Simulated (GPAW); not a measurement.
# Ta in GPAW: the effect of strain hydrostatic

The system is Ta.

```
Ta
1.0
    -1.58523    1.58523    1.58523
     1.58523   -1.58523    1.58523
     1.58523    1.58523   -1.58523
Ta
1
Direct
  0.00000 0.00000 0.00000
```

Alike in all runs:

* Program: GPAW 26.7.0
* Task: single point
* Functional: PBEsol
* Potentials or basis: PAW data sets generated in the run's folder for this functional
* Cutoff: 600 eV
* Basis: pw
* k mesh: 11 × 11 × 11
* Occupations: fermi-dirac, width 0.05 eV
* Spin: no spin polarisation
* Maxiter: 150

```tsv
strain hydrostatic	pressure (GPa)
-0.04	27.1
-0.02	9.4
-0.01	2.2
0	?
0.01	-9.4
0.02	-14.1
0.04	-21.9
```

Q: What does the run with strain hydrostatic 0 give?

A: Pressure -4.0 GPa.

Worked out: A parabola through the other rows of the pressure, of slope -606 GPa per unit of strain hydrostatic there, gives -4.0 GPa, against the run's -4.0.

Caveats: the density grid can change from cell to cell, which puts small steps into energies and stress.
